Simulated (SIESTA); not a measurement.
The system is HfO2.

```
Hf O
1.0
     3.55802    0.00000    0.00000
     0.00000    3.55802    0.00000
     0.00000    0.00000    5.17186
Hf O
2 4
Direct
  0.00000 0.00000 0.00000
  0.50000 0.50000 0.50000
  0.00000 0.50000 0.19721
  0.50000 0.00000 0.30279
  0.50000 0.00000 0.80279
  0.00000 0.50000 0.69721
```

Measurements of this composition are mostly on another form, of space group No. 14.

Base run:

```yaml
Program: SIESTA 5.4.2
Functional: revPBE
Potentials_or_basis: PseudoDojo 0.4 standard (PBE files)
Basis: DZP (energy shift 0.003 Ry; two zetas on semicore shells)
Grid_cutoff: 800 Ry
Energy_shift: 0.003 Ry
k_mesh: 6 × 6 × 4
Occupations: fermi-dirac, width 0.05 eV
Spin: no spin polarisation
```

Its results: band gap on the k mesh 4.66 eV, indirect (least direct gap 4.73 eV); pressure 15.8 GPa; largest force 0.315 eV/Å.

Question: After a change of settings the same cell gave: band gap on the k mesh 4.59 eV, indirect (least direct gap 4.66 eV); pressure 12.7 GPa; largest force 0.301 eV/Å. Which change was it?
A. functional from revPBE to PBEsol; potentials or basis from PseudoDojo 0.4 standard (PBE files) to PseudoDojo 0.4 standard (PBEsol files)
B. functional from revPBE to PBE
C. functional from revPBE to BLYP
D. functional from revPBE to RPBE

Answer: B.

PBE binds more tightly than revPBE, so the same cell stands under less pressure.

Caveats: short orbitals over semicore shells can move pressures by several GPa; spin-orbit coupling is left out, which moves the levels of the heavy elements; the basis of atomic orbitals isn't converged, which shifts pressures, moduli and gaps; the potentials were made for another functional, which shifts forces and pressure (some runs).
